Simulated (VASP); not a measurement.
# NaCl (zincblende): gaps by functional in VASP

```
CELL_PARAMETERS angstrom
0.00000 3.08727 3.08727
3.08727 0.00000 3.08727
3.08727 3.08727 0.00000
ATOMIC_POSITIONS crystal
Na 0.00000 0.00000 0.00000
Cl 0.25000 0.25000 0.25000
```

All runs share this cell. Band v is the last that the valence electrons fill when counted band by band, and c is the next. A negative gap between them is a band overlap, as in a metal.

| level | gap (eV) | least direct gap (eV) | pressure (GPa) |
| --- | --- | --- | --- |
| PBE | 4.94 | 4.94 | 0.7 |
| r²SCAN | 5.57 | 5.57 | -0.1 |
| LDA | 4.55 | 4.55 | -1.3 |
| PBEsol | 4.84 | 4.84 | 0.1 |
